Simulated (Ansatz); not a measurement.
**Convergence notes, G0W0 on Li2Se (Fm-3m)**

A 3-atom cell of Li2Se started from a crystallographic database, relaxed with r2SCAN; one-shot G0W0 in Ansatz without spin-orbit coupling. Spin-unpolarised throughout; all numbers are computed.

```
Li Se
1.0
     0.00000    2.99346    2.99346
     2.99346    0.00000    2.99346
     2.99346    2.99346    0.00000
Li Se
2 1
Direct
  0.25000 0.25000 0.25000
  0.75000 0.75000 0.75000
  0.00000 0.00000 0.00000
```

Gaps are read over the mesh points alone. G0W0 here is at a finite number of bands, screening cutoff and k mesh, not at the basis limit.
```
 start       potentials      frequency model   mesh  empty bands  screening cutoff (eV)  Kohn-Sham gap (eV)  G0W0 gap (eV)
   PBE              PAW  contour deformation  6×6×6          121                    100                2.97           4.33
   PBE              PAW  contour deformation  6×6×6          294                    180                2.97           4.50
   PBE              PAW  contour deformation  6×6×6          570                    260                2.97           4.56
 HSE06              PAW  contour deformation  6×6×6          294                    180                3.82           4.91
r2SCAN              PAW  contour deformation  6×6×6          294                    180                3.48           4.76
  PBE0              PAW  contour deformation  6×6×6          294                    180                4.48           5.11
   PBE              PAW     Godby-Needs pole  6×6×6          294                    180                2.97           4.44
   PBE              PAW  contour deformation  8×8×8           87                     80                2.97           4.25
   PBE  norm-conserving  contour deformation  6×6×6          294                    180                2.97           4.47
```

G0W0 moves the gap on the mesh from 2.97 eV (PBE) to 4.56 eV (Γ to X). Renormalisation factors Z lie between 0.76 and 0.82.

Raising bands and cutoff together moves the gap by +0.17 eV (100 to 180 eV), then +0.06 eV (180 to 260 eV); the last step is still large, so the basis limit isn't reached. Starting from HSE06 (3.82 eV against PBE's 2.97 eV) gives 4.91 eV, +0.41 eV from G0W0@PBE at the same screening cutoff. Starting from r2SCAN (3.48 eV against PBE's 2.97 eV) gives 4.76 eV, +0.26 eV from G0W0@PBE at the same screening cutoff. Starting from PBE0 (4.48 eV against PBE's 2.97 eV) gives 5.11 eV, +0.61 eV from G0W0@PBE at the same screening cutoff. The Godby-Needs plasmon pole differs from contour deformation by -0.06 eV. Norm-conserving potentials (wave cutoff 1170 eV against 420 eV) shift the quasiparticle gap by -0.03 eV and the PBE gap by 0.00 eV. r2SCAN runs take a wave cutoff of 500 eV.
